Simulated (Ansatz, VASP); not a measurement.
## BeTe: VASP beside Ansatz

```
Te Be
1.0
     0.00000    2.77000    2.77000
     2.77000    0.00000    2.77000
     2.77000    2.77000    0.00000
Te Be
1 1
Direct
  0.75000 0.75000 0.75000
  0.00000 0.00000 0.00000
```

Alike in both runs: task single point; functional PBE; k mesh 8 × 8 × 8; occupations gaussian, width 0.028 eV; no spin polarisation.

|  | VASP | Ansatz |
| --- | --- | --- |
| version | VASP 6.6.1 | Ansatz 0.2.0 |
| potentials or method | VASP PAW PBE potentials, release 64 (Te, Be) | Ansatz PAW |
| plane-wave cutoff (eV) | 520 | 420 |
| valence electrons in the cell | 8 | 18 |

VASP gave:

* gap on the k mesh at the Fermi level (eV): 1.85
* least direct gap on the mesh (eV): 3.56
* pressure (GPa): 4.5

Which values does Ansatz return?

gap on the k mesh at the Fermi level (eV): 1.86; least direct gap on the mesh (eV): 3.59; pressure (GPa): 4.3.

The two sets of potentials don't hold the same shells in valence.

Caveats: spin-orbit coupling is left out, which moves the levels of the heavy elements. A hybrid or GW would open this gap; PBE tends to underestimate it. A k mesh can miss the band edges.
